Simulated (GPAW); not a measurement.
CoO, 2 atoms in the cell. Symmetry: P4/mmm, No. 123, tetragonal system. The conventional cell has a = 2.571 Å, b = 2.571 Å, c = 2.545 Å, α = 90.00°, β = 90.00°, γ = 90.00°. Around Co (site symmetry 4/mmm) lie 8 O at 2.22 Å and 2 Co at 2.54 Å. O (site symmetry 4/mmm) has 8 Co at 2.22 Å and 2 O at 2.54 Å as nearest neighbours. Measurements of this composition are mostly on another form, of space group No. 225. The cell isn't the ideal one: strain = -0.01.

- Program: GPAW 26.7.0
- Task: relaxation of the atoms
- Functional: PBE
- Potentials or basis: GPAW PAW data sets (gpaw-data 1.2.1)
- Cutoff: 800 eV
- Basis: pw
- k mesh: 7 × 7 × 7
- Occupations: fermi-dirac, width 0.05 eV
- Spin: collinear spin, ferromagnetic start
- Starting moments: [2.0, 0.0] μB
- Maxiter: 150
- Optimizer: BFGS
- Fmax: 0.02 eV/Å
- Max steps: 60
- Convergence: density=1e-05 forces=0.0001

Potentials or basis: GPAW PAW data sets (gpaw-data 1.2.1), pw.

Launch:

```console
$ OMP_NUM_THREADS=1 python run.py
```

Hardware: 1 thread of Arm Neoverse N1, on a shared host.

Estimate the wall time of this run.

It took 57 s on 1 thread of Arm Neoverse N1 (shared host), peak memory 0.16 GiB. Counts: scf iterations 16, plane waves 880, bands 17, k points 40, ion steps 1.
